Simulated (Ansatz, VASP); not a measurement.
Ti: VASP beside Ansatz

```
CELL_PARAMETERS angstrom
4.56737 0.00000 0.00000
-2.28369 3.95546 0.00000
0.00000 0.00000 2.82624
ATOMIC_POSITIONS crystal
Ti 0.00000 0.00000 0.00000
Ti 0.33333 0.66667 0.50000
Ti 0.66667 0.33333 0.50000
```

Alike in both runs: task electric field gradients; functional r2SCAN; k mesh 8 × 8 × 12; occupations fermi-dirac, width 0.08 eV; no spin polarisation.

|  | VASP | Ansatz |
| --- | --- | --- |
| version | VASP 6.6.1 | Ansatz 0.2.0 |
| potentials or method | VASP PAW PBE potentials, release 64 (Ti_sv), cutoff 520 eV | all-electron PAW with datasets made for the crystal, scalar-relativistic |

```csv
,VASP,Ansatz,Ansatz less VASP
pressure (GPa),0.4,0.0,-0.43
largest component of the traceless stress (GPa),0.09,0.05,-0.044
Vzz of the field gradient on the site that differs most (V/Å²),-10.5,-13.4,-2.94
```

Ansatz ran all-electron here, so the differences hold the error of VASP's frozen core and of both bases.

Caveats: the PAW data sets were made with another functional, which shifts forces and pressure a little (VASP).
